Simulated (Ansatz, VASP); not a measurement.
## Two plane-wave programs on Mg4Sn

The input INCAR:

```
  PREC = Accurate
  ENCUT = 600
  EDIFF = 1E-6
  ISMEAR = 0
  SIGMA = 0.1
  LREAL = F
  LASPH = T
  NELM = 60
  ALGO = Normal
  ISIF = 3
  LWAVE = F
  LCHARG = F
  GGA = PE
  IBRION = 2
  NSW = 100
  EDIFFG = -0.01
```

The input KPOINTS:

```
Automatic mesh
0
Gamma
  8 8 8
```

File POSCAR:

```
Mg4Sn
1.0
   -3.3130402109      3.3130402109      3.3130402109
    3.3130402109     -3.3130402109      3.3130402109
    3.3130402109      3.3130402109     -3.3130402109
Mg Sn
4 1
Direct
    0.0000000000      0.0000000000      0.5000000000
    0.5000000000      0.0000000000      0.0000000000
    0.0000000000      0.5000000000      0.0000000000
    0.5000000000      0.5000000000      0.5000000000
    0.0000000000      0.0000000000      0.0000000000
```

Input for Ansatz:

```yaml
crystal:
  lattice:
    - [-3.3130402109, 3.3130402109, 3.3130402109]
    - [3.3130402109, -3.3130402109, 3.3130402109]
    - [3.3130402109, 3.3130402109, -3.3130402109]
  atoms:
    - { symbol: Mg, position: [0.0, 0.0, 0.5] }
    - { symbol: Mg, position: [0.5, 0.0, 0.0] }
    - { symbol: Mg, position: [0.0, 0.5, 0.0] }
    - { symbol: Mg, position: [0.5, 0.5, 0.5] }
    - { symbol: Sn, position: [0.0, 0.0, 0.0] }
basis:
  ecutwfc: 420
kpoints:
  mp_grid: { grid: [8, 8, 8] }
hamiltonian:
  xc: pbe
scf:
  occupations: { method: gaussian, width: 0.1 }
output:
  forces: true
  stress: true
  eigenvalues: true
  write_density: true
  write_potential: true
  elf: true
  volumetric_format: npy
relax:
  adjacent_minimum: "off"
  f_tol: 0.01
  max_steps: 80
  cell: { stress_tol: 0.05 }
```

Change from the starting cell: species swapped into the Hg4Pt type (Im-3m, No. 229).

Alike in both runs: task relaxation of cell and atoms; functional PBE; k mesh 8 × 8 × 8; occupations gaussian, width 0.1 eV; no spin polarisation.

|  | VASP | Ansatz |
| --- | --- | --- |
| version | VASP 6.6.1 | Ansatz 0.2.0 |
| potentials or method | VASP PAW PBE potentials, release 64 (Mg, Sn_d) | scalar-relativistic, plane waves, PAW |
| plane-wave cutoff (eV) | 600 | 420 |
| valence electrons in the cell | 22 | 54 |

```tsv
	VASP	Ansatz	Ansatz less VASP
gap on the k mesh at the Fermi level, each at its own relaxed structure (eV)	none	none	-
relaxed volume (Å³/atom)	30.01	30.03	+0.020
relaxed cell length with the largest relative difference (Å)	5.798	5.799	+0.0013
energy change over the relaxation (meV/atom)	-2	-3	-0.4
```

A gap of «none» marks a metal or a gap that the smearing closes. The two sets of potentials don't hold the same shells in valence.
